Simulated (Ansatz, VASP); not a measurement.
**Two plane-wave programs on Cr**

```
Cr
1.0
     2.50204    0.00000    0.00000
    -1.25102    2.16683    0.00000
     0.00000    0.00000    4.46889
Cr
2
Direct
  0.33333 0.66667 0.25000
  0.66667 0.33333 0.75000
```

Alike in both runs: task single point; functional revPBE; k mesh 16 × 16 × 8; occupations fermi-dirac, width 0.1 eV; no spin polarisation.

|  | VASP | Ansatz |
| --- | --- | --- |
| version | VASP 6.6.1 | Ansatz 0.2.0 |
| potentials or method | VASP PAW PBE potentials, release 64 (Cr_pv) | plane waves (420 eV) with PAW, scalar-relativistic |
| plane-wave cutoff (eV) | 520 | 420 |
| valence electrons in the cell | 24 | 28 |

VASP gave:

| Property | Result |
| --- | --- |
| pressure (GPa) | -0.3 |
| largest component of the traceless stress (GPa) | 0.07 |

**Question.** Which values does Ansatz return?

**Answer.** Pressure (GPa): 0.0; largest component of the traceless stress (GPa): 0.03.

The functional is the same, so the differences come from potentials, cutoffs and numerics. The two sets of potentials don't hold the same shells in valence.

Caveats: the PAW data sets were made with another functional, which shifts forces and pressure a little (VASP); the run has no spin polarisation, though such a crystal can be magnetic. Spin polarisation is off, so any magnetic state and its effect on volume and gap are missing.
